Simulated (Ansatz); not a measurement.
## All-electron card of P

```
CELL_PARAMETERS angstrom
4.27290 0.00000 0.00000
0.00000 4.27290 0.00000
0.00000 0.00000 4.37800
ATOMIC_POSITIONS crystal
P 0.00000 0.00000 0.00000
```

The geometry is COD entry 1534547, unchecked; take it as a test cell.

These are results of DFT, PBE, all-electron LAPW, scalar-relativistic in Ansatz 0.2.0, not measurements.

Sampling and basis: a Γ-centred 10×10×9 k mesh, Fermi–Dirac smearing of 0.08 eV, basis error target 0.25 meV/atom, no spin polarisation.

```json
{
 "Band gap": "none: with an odd electron count and no spin polarisation the bands can't all be full, a metal in this set-up (spin order or a larger cell could open a gap)",
 "Volume per atom": "79.93 Å³"
}
```

**Question.** Predict this quantity. Stress xx, yy, zz (compression positive).

**Answer.** -3.66, -3.66, -3.23 GPa.

**Question.** Pressure at this cell: what does the calculation give?

**Answer.** -3.52 GPa.

**Question.** Density of states at the Fermi level (0.2 eV bin): what does the calculation give?

**Answer.** 3.32 states/eV per cell.
